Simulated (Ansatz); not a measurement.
Crystal: CdSe.

```xyz
2
Lattice="0.0000 3.0703 3.0703 3.0703 0.0000 3.0703 3.0703 3.0703 0.0000" Properties=species:S:1:pos:R:3 pbc="T T T"
Cd    0.0000    0.0000    0.0000
Se    1.5351    1.5351    1.5351
```

Measurements of this composition are mostly on another form, of space group No. 186.

Base run:

```yaml
Program: Ansatz 0.2.0
Functional: PBEsol
Potentials_or_basis: all-electron PAW datasets made for the crystal
Cutoff: 270 eV
Density_cutoff: 1080 eV
k_mesh: 8 × 8 × 8
Occupations: fixed
Spin: no spin polarisation
```

Its results: band gap on the k mesh 0.43 eV, direct; electronic dielectric tensor (diagonal) 8.06.

Task: The run is repeated on the same cell with these changes: functional from PBEsol to PBE. What comes out?

Result: Band gap on the k mesh 0.55 eV, direct; electronic dielectric tensor (diagonal) 7.61.

Caveats: the program warned that the printed levels may be off, so bands, gaps and densities of states are rough; the gap is small at this level, which inflates the dielectric constant.

A k mesh can miss the band edges.

Not every run made on this cell is shown here.
